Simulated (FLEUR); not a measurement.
# Y (P6_3/mmc) in FLEUR: notebook, part 2 of 2

FLEUR MaX-R8.1 (later development tree).

## (5) Equation of state, RPBE, 33.01 Å³/atom

File inp.xml:

```xml
<?xml version="1.0" encoding="UTF-8" standalone="no"?>
<fleurInput fleurInputVersion="0.39">
   <comment>
      Y                                                                                                   
   </comment>
   <calculationSetup>
      <cutoffs Kmax="4.1" Gmax="12.7" GmaxXC="12.7" numbands="0"/>
      <scfLoop itmax="60" minDistance="0.00001" maxIterBroyd="15" imix="Anderson" alpha="0.05" precondParam="0.0" spinf="2.0" sdNocoIR="T"/>
      <coreElectrons ctail="T" frcor="F" kcrel="0" coretail_lmax="0"/>
      <xcFunctional name="Rpbe" relativisticCorrections="F"/>
      <magnetism jspins="1"/>
      <soc l_soc="F" theta="0.0" phi="0.0" spav="F"/>
      <expertModes spex="0" secvar="F"/>
      <geometryOptimization l_f="F" forcealpha="1.0" forcemix="BFGS" epsdisp="0.00001" epsforce="0.00001"/>
      <ldaU l_linMix="F" mixParam="0.05" spinf="1.0"/>
   </calculationSetup>
   <cell>
      <bzIntegration valenceElectrons="22.0" mode="hist" fermiSmearingEnergy="0.00183747">
         <kPointListSelection listName="default-1"/>
         <!-- k-points included here -->
         <xi:include xmlns:xi="http://www.w3.org/2001/XInclude" href="kpts.xml"> </xi:include>
      </bzIntegration>
      <!-- symmetry operations included here -->
      <xi:include xmlns:xi="http://www.w3.org/2001/XInclude" href="sym.xml"> </xi:include>
      <bulkLattice scale="1.0000000000">
         <bravaisMatrix>
            <row-1>    6.8925870668660396     0.0000000000000000     0.0000000000000000</row-1>
            <row-2>   -3.4462935334330198     5.9691554977712977     0.0000000000000000</row-2>
            <row-3>    0.0000000000000000     0.0000000000000000    10.8292645296327592</row-3>
         </bravaisMatrix>
      </bulkLattice>
   </cell>
   <atomSpecies>
      <species name="Yttrium (Y)" element="Y" atomicNumber="39">
         <mtSphere radius="2.66" gridPoints="879" logIncrement="0.014"/>
         <atomicCutoffs lmax="11" lnonsphr="8"/>
         <electronConfig flipSpins="F">
            <coreConfig>(1s1/2) (2s1/2) (2p1/2) (2p3/2) (3s1/2) (3p1/2) (3p3/2) (3d3/2) (3d5/2)</coreConfig>
            <valenceConfig>(4s1/2) (4p1/2) (4p3/2) (5s1/2) (4d3/2) (4d5/2)</valenceConfig>
            <stateOccupation state="(4d3/2)" spinUp="0.200000" spinDown="0.200000"/>
            <stateOccupation state="(4d5/2)" spinUp="0.300000" spinDown="0.300000"/>
         </electronConfig>
         <energyParameters s="5" p="5" d="4" f="4"/>
         <lo type="SCLO" l="0" n="4" eDeriv="0"/>
         <lo type="SCLO" l="1" n="4" eDeriv="0"/>
         <lo type="SCLO" l="1" n="4" eDeriv="1"/>
         <lo type="SCLO" l="2" n="4" eDeriv="2"/>
         <lo type="SCLO" l="3" n="4" eDeriv="2"/>
      </species>
   </atomSpecies>
   <atomGroups>
      <atomGroup species="Yttrium (Y)">
         <relPos label="                   1">-1.000/3.000 1.000/3.000 -1.000/4.000</relPos>
         <relPos label="                   2">1.000/3.000 -1.000/3.000 1.000/4.000</relPos>
         <force calculate="T" relaxXYZ="TTT"/>
      </atomGroup>
   </atomGroups>
   <output dos="F" band="F" slice="F">
      <checks vchk="F" cdinf="F"/>
      <bandDOS minEnergy="-.5*Htr" maxEnergy="0.5*Htr" sigma="0.015" storeEVData="T"/>
      <vacuumDOS vacdos="F" integ="F" star="F" nstars="0" locx1="0.0" locy1="0.0" locx2="0.0" locy2="0.0" nstm="0" tworkf="0.0"/>
      <unfoldingBand unfoldBand="F" supercellX="1" supercellY="1" supercellZ="1"/>
      <plotting iplot="0" polar="F">
         <plot TwoD="T" vec1="  1.0  0.0  0.0" vec2="  0.0  1.0  0.0" vec3="  0.0  0.0  1.0" zero="  0.0  0.0  0.0" file="plot"/>
      </plotting>
      <chargeDensitySlicing numkpt="0" minEigenval="0.0" maxEigenval="0.0" nnne="0" pallst="F"/>
      <specialOutput eonly="F"/>
      <moessbauerParams electricFieldGradient="T" isomerShift="T" coreHyperfine="T" valenceHyperfine="T"/>
      <magneticCircularDichroism mcd="F" energyLo="-10.0" energyUp="0.0"/>
   </output>
  <!-- We include the file relax.xml here to enable relaxations (see documentation) -->
  <xi:include xmlns:xi="http://www.w3.org/2001/XInclude" href="relax.xml"> <xi:fallback/> </xi:include>
</fleurInput>
```

Run with:

```console
inpgen -f crystal.txt -profile fastHighL
# inp.xml edited to the form shown
fleur_MPI
```

Run time: 42 s. Hardware: 1 thread of Arm Neoverse V1, shared host; peak memory 0.08 GiB.

It converged, with:

```yaml
Free_energy: -184273.5881 eV
Band_gap_on_the_k_mesh: none (metal or under the smearing width)
Valence_electrons_inside_the_program's_atomic_spheres: Y 8.84 (radii Y 2.66 bohr)
```

## (6) Equation of state, RPBE, 34.33 Å³/atom (volume scaled by 1.04)

inp.xml: that of step 5 with these lines changed.

```diff
@@ -24,3 +24,3 @@
       <xi:include xmlns:xi="http://www.w3.org/2001/XInclude" href="sym.xml"> </xi:include>
-      <bulkLattice scale="1.0000000000">
+      <bulkLattice scale="1.0131594038">
          <bravaisMatrix>
```

Potentials or basis: all-electron, FLAPW.

Run with:

```console
inpgen -f crystal.txt -profile fastHighL
# inp.xml edited to the form shown
fleur_MPI
```

Run time: 46 s. Hardware: 1 thread of Arm Neoverse V1, shared host; peak memory 0.08 GiB.

Results (log left out):

- Free energy: -184273.5970 eV
- Band gap on the k mesh: none (metal or under the smearing width)
- Valence electrons inside the program's atomic spheres: Y 8.81 (radii Y 2.66 bohr)

## (7) Equation of state, RPBE, 34.99 Å³/atom (volume scaled by 1.06)

inp.xml: that of step 6 with these lines changed.

```diff
@@ -24,3 +24,3 @@
       <xi:include xmlns:xi="http://www.w3.org/2001/XInclude" href="sym.xml"> </xi:include>
-      <bulkLattice scale="1.0131594038">
+      <bulkLattice scale="1.0196128224">
          <bravaisMatrix>
```

Run with:

```console
inpgen -f crystal.txt -profile fastHighL
# inp.xml edited to the form shown
fleur_MPI
```

Run time: 47 s. Hardware: 1 thread of Arm Neoverse V1, shared host; peak memory 0.08 GiB.

It converged, with:

| Item | Value |
| --- | --- |
| Free energy | -184273.5924 eV |
| Band gap on the k mesh | none (metal or under the smearing width) |
| Valence electrons inside the program's atomic spheres | Y 8.79 (radii Y 2.66 bohr) |

## (8) Equation of state, RPBE

Potentials or basis: all-electron, FLAPW.

No new run: the results of the series are fitted here.

What came out:

```yaml
Equilibrium_volume: 34.14 Å³/atom
Bulk_modulus_at_fixed_shape_and_positions: 38 GPa
Pressure_derivative_of_the_bulk_modulus: "3.0 (rough: it moves with the points fitted)"
```

Energy against volume, from the lowest point:
```
volume (Å³/atom)  energy (meV/atom)
          31.031              37.99
          31.691              22.88
          33.012               4.49
          34.332               0.00
          34.992               2.33
```

Caveat: the cell was scaled at fixed shape and fractional positions, which overstates the stiffness of a crystal with free parameters, most of all of layers and chains.
